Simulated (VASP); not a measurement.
**Si: single point with PBEsol**

Crystal: Si.

```xyz
2
Lattice="0.0000 2.7169 2.7169 2.7169 0.0000 2.7169 2.7169 2.7169 0.0000" Properties=species:S:1:pos:R:3 pbc="T T T"
Si    1.3585    1.3585    1.3585
Si    0.0000    0.0000    0.0000
```

| Property | Result |
| --- | --- |
| Program | VASP 6.6.1 |
| Task | single point |
| Functional | PBEsol |
| Potentials or basis | VASP PAW PBE potentials, release 64 (Si) |
| Cutoff | 520 eV |
| k mesh | 8 × 8 × 8 |
| Occupations | gaussian, width 0.02 eV |
| Spin | no spin polarisation |

The pressure is 0.1 GPa. The band gap on the k mesh is 0.51 eV, indirect (least direct gap 2.52 eV).

Levels at points of the mesh, in eV from the valence-band top:
| k point | band 2 | band 3 | band 4 | band 5 | band 6 | band 7 |
| --- | --- | --- | --- | --- | --- | --- |
| (0.00, 0.00, 0.00) | 0.00 | 0.00 | 0.00 | 2.52 | 2.52 | 2.52 |
| (0.50, 0.00, 0.00) | -7.01 | -1.20 | -1.20 | 1.46 | 3.27 | 3.27 |
| (0.50, 0.50, 0.00) | -7.82 | -2.87 | -2.87 | 0.59 | 0.59 | 10.05 |

Run time: 10 s on 1 thread of Intel(R) Xeon(R) Platinum 8259CL CPU @ 2.50GHz (Skylake/Cascade Lake) (shared host), peak memory 0.16 GiB.

Caveat: the PAW data sets were made with another functional, which shifts forces and pressure a little. A k mesh can miss the band edges.
